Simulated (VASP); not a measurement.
# SnS2 in VASP: further runs

Aim: see how the results for SnS2 move with the level of theory and the settings. Levels: PBE, PBE+D3(BJ), LDA. Tasks: phonons.

All numbers are computed with VASP 6.6.1; they aren't measurements. Logs are shortened: lines on timing, memory, paths and dates and some standing lists are left out, and cuts for length are marked.

**1. Starting point**

The cell holds a slab with vacuum, 3 atoms: a = 3.699 Å, b = 3.699 Å, c = 20.934 Å, α = 90.00°, β = 90.00°, γ = 120.00°.

**2. Phonons, PBE**

File POSCAR:

```
SnS2
1.0
    3.6993278905      0.0000000000      0.0000000000
   -1.8496639453      3.2037119255      0.0000000000
    0.0000000000      0.0000000000     20.9340000000
  S               Sn
     2     1
Direct
     0.6666666699999979    0.3333333300000021    0.4293744773899704
     0.3333333300000021    0.6666666699999979    0.5706255226100296
     0.0000000000000000    0.0000000000000000    0.5000000000000000
```

File INCAR.step1:

```
ALGO = Normal ; EDIFF = 1E-8
EDIFFG = -0.002 ; ENCUT = 600
GGA = PE ; IBRION = 2
ISIF = 2 ; ISMEAR = 0
LASPH = True ; LATTICE_CONSTRAINTS = .TRUE. .TRUE. .FALSE.
LCHARG = False ; LREAL = False
LWAVE = False ; NELM = 80
NSW = 40 ; PREC = Accurate
SIGMA = 0.03
```

File INCAR.step2:

```
ALGO = Normal ; EDIFF = 1E-8
ENCUT = 600 ; GGA = PE
IBRION = 6 ; ISIF = 2
ISMEAR = 0 ; LASPH = True
LATTICE_CONSTRAINTS = .TRUE. .TRUE. .FALSE. ; LCHARG = False
LREAL = False ; LWAVE = False
NELM = 80 ; NFREE = 2
NSW = 1 ; POTIM = 0.015
PREC = Accurate ; SIGMA = 0.03
```

File KPOINTS:

```
k-points
0
Gamma
  12 12 1
```

Potentials or basis: VASP PAW PBE potentials, release 64 (S, Sn_d).

Command:

```
> cat potpaw_PBE.64/S/POTCAR potpaw_PBE.64/Sn_d/POTCAR > POTCAR
> cp INCAR.step1 INCAR
> mpirun -np 1 vasp_std > vasp.out
> cp CONTCAR POSCAR
> cp INCAR.step2 INCAR
> mpirun -np 1 vasp_std > vasp.out
```

OUTCAR:

```text
EDIFF = 1E-8
   ENCUT = 600
   GGA = PE
   IBRION = 6
   ISIF = 2
   ISMEAR = 0
   LASPH = True
   LREAL = False
   NELM = 80
   NFREE = 2
   NSW = 1
   POTIM = 0.015
   PREC = Accurate

 ion  position               nearest neighbor table
   1  0.667  0.333  0.429-   3 2.60   3 2.60   3 2.60
   2  0.333  0.667  0.571-   3 2.60   3 2.60   3 2.60
   3  0.000  0.000  0.500-   1 2.60   2 2.60   2 2.60   1 2.60   1 2.60   2 2.60

  LATTYP: Found a hexagonal cell.
 ALAT       =     3.6993278905
 C/A-ratio  =     5.6588657777

  Lattice vectors:

 A1 = (   3.6993278905,   0.0000000000,   0.0000000000)
 A2 = (  -1.8496639453,   3.2037119255,   0.0000000000)
 A3 = (   0.0000000000,   0.0000000000,  20.9340000000)

Analysis of symmetry for initial positions (statically):
=====================================================================
 Subroutine PRICEL returns:
 Original cell was already a primitive cell.

 Routine SETGRP: Setting up the symmetry group for a
 hexagonal supercell.

 Subroutine GETGRP returns: Found 12 space group operations
 (whereof 12 operations were pure point group operations)
 out of a pool of 24 trial point group operations.

The static configuration has the point symmetry D_3d.

Analysis of symmetry for dynamics (positions and initial velocities):
=====================================================================
 Subroutine PRICEL returns:
 Original cell was already a primitive cell.

 Routine SETGRP: Setting up the symmetry group for a
 hexagonal supercell.

 Subroutine GETGRP returns: Found 12 space group operations
 (whereof 12 operations were pure point group operations)
 out of a pool of 24 trial point group operations.

The dynamic configuration has the point symmetry D_3d.

 Subroutine INISYM returns: Found 12 space group operations
 (whereof 12 operations are pure point group operations),
 and found     1 'primitive' translations

----------------------------------------------------------------------------------------

                                     Primitive cell

  volume of cell :     248.1010

  direct lattice vectors                    reciprocal lattice vectors
     3.699327891  0.000000000  0.000000000     0.270319374  0.156068964  0.000000000
    -1.849663945  3.203711925  0.000000000     0.000000000  0.312137927  0.000000000
     0.000000000  0.000000000 20.934000000     0.000000000  0.000000000  0.047769179

  length of vectors
     3.699327891  3.699327887 20.934000000     0.312137927  0.312137927  0.047769179

  position of ions in fractional coordinates (direct lattice)
     0.666666670  0.333333330  0.429374477
     0.333333330  0.666666670  0.570625523
     0.000000000  0.000000000  0.500000000

  ion indices of the primitive-cell ions
   primitive index   ion index
                 1           1
                 2           2
                 3           3

----------------------------------------------------------------------------------------

 KPOINTS: k-points

Automatic generation of k-mesh.
 Grid dimensions read from file:
 generate k-points for:   12   12    1

 Generating k-lattice:

  Cartesian coordinates                     Fractional coordinates (reciprocal lattice)
     0.022526615  0.013005747  0.000000000     0.083333333  0.000000000  0.000000000
     0.000000000  0.026011494  0.000000000     0.000000000  0.083333333  0.000000000
     0.000000000  0.000000000  0.047769179     0.000000000  0.000000000  1.000000000

  Length of vectors
     0.026011494  0.026011494  0.047769179

  Shift w.r.t. Gamma in fractional coordinates (k-lattice)
     0.000000000  0.000000000  0.000000000

 Subroutine IBZKPT returns following result:
 ===========================================

 Found     19 irreducible k-points:

 Following reciprocal coordinates:
            Coordinates               Weight
  0.000000  0.000000  0.000000      1.000000
  0.083333  0.000000  0.000000      6.000000
  0.166667  0.000000  0.000000      6.000000
  0.250000  0.000000  0.000000      6.000000
  0.333333  0.000000  0.000000      6.000000
  0.416667  0.000000  0.000000      6.000000
[... 11 lines left out ...]
  0.333333  0.250000  0.000000     12.000000
  0.333333  0.333333  0.000000      2.000000
   k-points           NKPTS =     19   k-points in BZ     NKDIM =     19   number of bands    NBANDS=     17
   number of dos      NEDOS =    301   number of ions     NIONS =      3
   total plane-waves  NPLWV = 151200
   dimension x,y,z NGX =    30 NGY =   30 NGZ =  168
   dimension x,y,z NGXF=    60 NGYF=   60 NGZF=  336
   ions per type =               2   1
   NGX,Y,Z   is equivalent  to a cutoff of  13.48, 13.48, 13.34 a.u.
   NGXF,Y,Z  is equivalent  to a cutoff of  26.96, 26.96, 26.68 a.u.
 SYSTEM =  unknown system
   PREC   = accura    normal or accurate (medium, high low for compatibility)
   ISTART =      0    job   : 0-new  1-cont  2-samecut
   ICHARG =      2    charge: 1-file 2-atom 10-const
   ISPIN  =      1    spin polarized calculation?
   LNONCOLLINEAR =      F non collinear calculations
   LSORBIT =      F    spin-orbit coupling
   LASPH  =      T    aspherical Exc in radial PAW
   ENCUT  =  600.0 eV  44.10 Ry    6.64 a.u.   7.39  7.39 41.81*2*pi/ulx,y,z
   NELM   =     80;   NELMIN=  2; NELMDL=  0     # of ELM steps
   EDIFF  = 0.1E-07   stopping-criterion for ELM
   LREAL  =      F    real-space projection
   EDIFFG = 0.1E-06   stopping-criterion for IOM
   NSW    =     73    number of steps for IOM
   IBRION =      6    ionic relax: 0-MD 1-quasi-New 2-CG
   NFREE  =      2    steps in history (QN), initial steepest desc. (CG)
   ISIF   =      2    stress and relaxation
   ISYM   =      2    0-nonsym 1-usesym 2-fastsym
   POTIM  = 0.0150    time-step for ionic-motion
   TEBEG  =    0.0;   TEEND  =   0.0 temperature during run
   PSTRESS=    0.0 pullay stress
   NELECT =      26.0000    total number of electrons
   NUPDOWN=      -1.0000    fix difference up-down
   EMIN   =  10.00;   EMAX   =-10.00  energy-range for DOS
   EFERMI =   0.00;   METHOD = LEGACY
   ISMEAR =     0;   SIGMA  =   0.03  broadening in eV -4-tet -1-fermi 0-gaus
   EFERMI_NEDOS =   21; number of points for ismear=-14 and -15
   IALGO  =     38    algorithm
   IMIX   =      4    mixing-type and parameters
     AMIX     =   0.40;   BMIX     =  1.00
     AMIX_MAG =   1.60;   BMIX_MAG =  1.00
  volume/ion in A,a.u.               =      82.70       558.09
  Fermi-wavevector in a.u.,A,eV,Ry     =   0.771833  1.458552  8.105338  0.595726
  Thomas-Fermi vector in A             =   1.873335
   LORBIT       =      0    0 simple, 1 ext, 2 COOP (PROOUT), +10 PAW based schemes
   GGA     = PE    functional components
   LHFCALC =     F    Hartree Fock is set to
   AEXX    =    0.0000 exact exchange contribution
   IVDW    =     0    specifies the selected vdW correction
   LEPSILON=     F    determine dielectric tensor
   LRPA    =     F    only Hartree local field effects (RPA)
 finite differences with symmetry
 non-spin polarized calculation
 Gauss-broadening in eV      SIGMA  =   0.03
  energy-cutoff  :      600.00
  volume of cell :      248.10
 maximum number of plane-waves:      8357
 NGX is ok and might be reduce to    30
   NGX = 15   NGY = 15   NGZ = 83

--------------------------------------- Ionic step        1  -------------------------------------------

 number of electron      26.0000000 magnetization

 Free energy of the ion-electron system (eV)
  ---------------------------------------------------
  ext. energy  EPLUGINS =         0.00000000
  ---------------------------------------------------
  free energy    TOTEN  =       -13.21390951 eV

  energy without entropy =      -13.21390951  energy(sigma->0) =      -13.21390951

------------------------ aborting loop because EDIFF is reached ----------------------------------------

  FORCE on cell =-STRESS in cart. coord.  units (eV):
  Direction    XX          YY          ZZ          XY          YZ          ZX
  --------------------------------------------------------------------------------------
  -------------------------------------------------------------------------------------
  Total        0.0058405      0.0058405     -0.0030543     -0.0000000      0.0000000      0.0000000
  in kB        0.0377168      0.0377168     -0.0197242     -0.0000000      0.0000000      0.0000000
  external PRESSURE =       0.0185698 kB  Pullay stress =       0.0000000 kB
[... 283 lines left out ...]
--------------------------------------- Ionic step        9  -------------------------------------------

 number of electron      26.0000001 magnetization

 Free energy of the ion-electron system (eV)
  ---------------------------------------------------
  ext. energy  EPLUGINS =         0.00000000
  ---------------------------------------------------
  free energy    TOTEN  =       -13.21188202 eV

  energy without entropy =      -13.21188202  energy(sigma->0) =      -13.21188202

 E-fermi :  -3.5151     XC(G=0):  -3.1330

 val. band max:       -3.7108951922   @ k =   0.1667   0.0000   0.0000
 cond. band min:      -2.1423667663   @ k =   0.5000   0.0000   0.0000
 fundamental gap:      1.5685284259
 Fermi energy:        -3.5150611571

 k-point     1 :       0.0000    0.0000    0.0000
  band No.  band energies     occupation
      1     -24.4490      2.00000
      2     -24.4490      2.00000
      3     -24.4141      2.00000
      4     -24.3902      2.00000
      5     -24.3902      2.00000
      6     -16.9673      2.00000
[... 399 lines left out ...]
  FREE ENERGIE OF THE ION-ELECTRON SYSTEM (eV)
  ---------------------------------------------------
  free  energy   TOTEN  =       -13.2118820211 eV

  energy  without entropy=      -13.2118820211  energy(sigma->0) =      -13.21188202

 INTERNAL STRAIN TENSORS FROM DISPLACED ATOMS
 ============================================

 INTERNAL STRAIN TENSOR FOR ION    1 for displacements in x,y,z  (eV/Angst):
          X           Y           Z          XY          YZ          ZX
  --------------------------------------------------------------------------------
  x     0.00000    -0.00000     0.00000    -0.11116    -0.00000     6.04849
  y    -0.11116     0.11116     0.00000    -0.00000     6.04849    -0.00000
  z     6.51992     6.51992    15.22717    -0.00000     0.00000     0.00000

 INTERNAL STRAIN TENSOR FOR ION    3 for displacements in x,y,z  (eV/Angst):
          X           Y           Z          XY          YZ          ZX
  --------------------------------------------------------------------------------
  x     0.00000     0.00000     0.00000     0.00000     0.00000     0.00000
  y     0.00000     0.00000     0.00000     0.00000     0.00000     0.00000
  z     0.00000     0.00000     0.00000     0.00000     0.00000     0.00000

 Eigenvectors and eigenvalues of the dynamical matrix
 ----------------------------------------------------

   1 f  =   10.292765 THz    64.671350 2PiTHz  343.329686 cm-1    42.567437 meV
             X         Y         Z           dx          dy          dz
      1.849664  1.067904  8.988525     0.000000   -0.000000    0.569881
     -0.000000  2.135808 11.945475     0.000000   -0.000000    0.569881
      0.000000  0.000000 10.467000    -0.000000    0.000000   -0.592006
[... 43 lines left out ...]
   9 f/i=    0.004598 THz     0.028893 2PiTHz    0.153388 cm-1     0.019018 meV
             X         Y         Z           dx          dy          dz
      1.849664  1.067904  8.988525    -0.418899    0.016690   -0.000000
     -0.000000  2.135808 11.945475    -0.418899    0.016690   -0.000000
      0.000000  0.000000 10.467000    -0.804650    0.032059   -0.000000

 ELASTIC MODULI CONTR FROM IONIC RELAXATION (kBar)
 Direction    XX          YY          ZZ          XY          YZ          ZX
 --------------------------------------------------------------------------------
 XX         -53.3503    -53.2722   -124.5075      0.0000      2.1255     -0.0000
 YY         -53.2722    -53.3503   -124.5075      0.0000     -2.1255      0.0000
 ZZ        -124.5075   -124.5075   -290.7855      0.0000     -0.0000     -0.0000
 XY           0.0000      0.0000      0.0000     -0.0391      0.0000      2.1255
 YZ           2.1255     -2.1255     -0.0000      0.0000   -115.6592      0.0000
 ZX          -0.0000      0.0000     -0.0000      2.1255      0.0000   -115.6591
 --------------------------------------------------------------------------------
```

Run time: 18 min. Hardware: 1 thread of AMD EPYC 9R45 (Zen 5), shared host; peak memory 0.68 GiB.

Results:

```yaml
Highest_phonon_frequency_at_Γ_LO-TO_splitting_left_out: 343 cm⁻¹
```

Phonon frequencies in cm⁻¹ (negative: imaginary):
```csv
q point,frequencies
"(0.000, 0.000, 0.000)",0 0 0 186 186 193 193 296 343
```

(Continued in part 2 of 2.)
